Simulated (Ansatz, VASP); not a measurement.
# One calculation of BeS, two programs

```
CELL_PARAMETERS angstrom
0.00000 2.36808 2.36808
2.36808 0.00000 2.36808
2.36808 2.36808 0.00000
ATOMIC_POSITIONS crystal
Be 0.00000 0.00000 0.00000
S 0.75000 0.75000 0.75000
```

Alike in both runs: functional PBEsol; k mesh 8 × 8 × 8; no spin polarisation.

Ansatz relaxed the structure, and its values are those at the end. VASP's run is a single point on that final structure, the one shown.

|  | VASP | Ansatz |
| --- | --- | --- |
| version | VASP 6.6.1 | Ansatz 0.2.0 |
| potentials or method | VASP PAW PBE potentials, release 64 (Be, S) | PAW with Ansatz's default frozen-core files, scalar-relativistic |
| plane-wave cutoff (eV) | 520 | 420 |
| occupations | gaussian, width 0.01 eV | fixed |
| valence electrons in the cell | 8 | 8 |

|  | VASP | Ansatz | Ansatz less VASP |
| --- | --- | --- | --- |
| pressure (GPa) | 7.2 | 7.0 | -0.18 |

Caveats: the PAW data sets were made with another functional, which shifts forces and pressure a little (VASP). A k mesh can miss the band edges.
